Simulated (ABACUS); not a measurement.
**Al: relaxation of cell and atoms with RPBE**

The system is Al.

```
CELL_PARAMETERS angstrom
2.86351 0.00000 0.00000
1.43175 2.47987 0.00000
1.43175 0.82662 2.33804
ATOMIC_POSITIONS crystal
Al 0.00000 0.00000 0.00000
```

```
Program                                       : ABACUS 3.10.1
Task                                          : relaxation of cell and atoms
Functional                                    : RPBE
Potentials or basis                           : SG15 ONCV 1.2 PBE
Cutoff                                        : 816 eV
Density cutoff                                : 3265 eV
Basis                                         : plane waves
k mesh                                        : 9 × 9 × 9
Occupations                                   : fermi-dirac, width 0.05 eV
Spin                                          : no spin polarisation
Optimiser                                     : ASE FIRE
Force threshold                               : 0.01 eV/Å
Max steps                                     : 60
Cell moves                                    : yes
Radial cutoff of the potentials (pseudo_rcut) : 10 bohr
SCF threshold on the density                  : 1e-08
Max SCF steps                                 : 100
Eigensolver                                   : dav
Mixing                                        : broyden
Mixing share                                  : 0.7
Symmetry key                                  : 1
Bands                                         : 10
```

```yaml
Relaxed_volume: 16.81 Å³/atom
Relaxed_cell: a = 2.875 Å, b = 2.875 Å, c = 2.875 Å, α = 60.00°, β = 60.00°, γ = 60.00°
Space_group_after_relaxing_to_0.05_Å: Fm-3m (No. 225)
Energy_gained_by_relaxing: 2.7 meV/atom
Ionic_steps: 8
Pressure_after_relaxing: -0.1 GPa
Band_gap_on_the_k_mesh: none (metal or under the smearing width)
```

The path:
```
step  energy change (eV)  largest force (eV/Å)  pressure (GPa)  volume (Å³)
   1              0.0000                0.0000            0.92        16.60
   2             -0.0007                0.0000            0.68        16.65
   3             -0.0018                0.0000            0.28        16.73
   4             -0.0029                0.0000           -0.18        16.83
   5             -0.0029                0.0000           -0.17        16.83
   6             -0.0028                0.0000           -0.15        16.83
   7             -0.0027                0.0000           -0.12        16.82
   8             -0.0027                0.0000           -0.08        16.81
```

Final structure:
```
Al
1.0
     2.87540    0.00000    0.00000
     1.43770    2.49017    0.00000
     1.43770    0.83006    2.34775
Al
1
Direct
  0.00000 0.00000 0.00000
```

Levels at points of the mesh, in eV from the Fermi level:
```tsv
k point	band 5	band 6	band 7	band 8	band 9	band 10
(0.00, 0.00, 0.00)	-10.99	12.67	12.67	12.67	14.05	14.05
```

Run time: 22 s on 4 MPI ranks on AMD EPYC 7R43 64-Core Processor (Zen 3) (shared host), peak memory 0.36 GiB a rank.

Caveat: the potentials were made for another functional, which shifts forces and pressure. Zero-point motion and thermal expansion aren't in these numbers.
